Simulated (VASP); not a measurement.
A run of VASP 6.6.1 is set up as follows.

The input INCAR:

```
SYSTEM = Y
PREC = Accurate ; ENCUT = 600
EDIFF = 1E-7 ; ISMEAR = 0
SIGMA = 0.1 ; LREAL = .False.
LASPH = .True. ; NELM = 100
ALGO = Normal ; ISIF = 3
LWAVE = .False. ; LCHARG = .False.
GGA = PE ; IBRION = 2
NSW = 100 ; EDIFFG = -0.01
```

Contents of KPOINTS:

```
Automatic mesh
0
Gamma
  14 14 14
  0 0 0
```

Contents of POSCAR:

```
Y
1.0
   -2.0211307783      2.0211307783      2.0211307783
    2.0211307783     -2.0211307783      2.0211307783
    2.0211307783      2.0211307783     -2.0211307783
Y
1
Direct
    0.0000000000      0.0000000000      0.0000000000
```

Potentials or basis: VASP PAW PBE potentials, release 64 (Y_sv).

Launch:

```bash
$ cat potpaw_PBE.64/Y_sv/POTCAR > POTCAR
$ mpirun -np 1 vasp_std > vasp.out
```

(1) What does it give for the relaxed volume?

(2) Estimate the band gap on the k mesh.

(3) Predict the relaxed cell.

Answers

(1) 32.86 Å³/atom.

(2) none (metal or under the smearing width).

(3) a = 3.495 Å, b = 3.495 Å, c = 3.495 Å, α = 109.47°, β = 109.47°, γ = 109.47°.
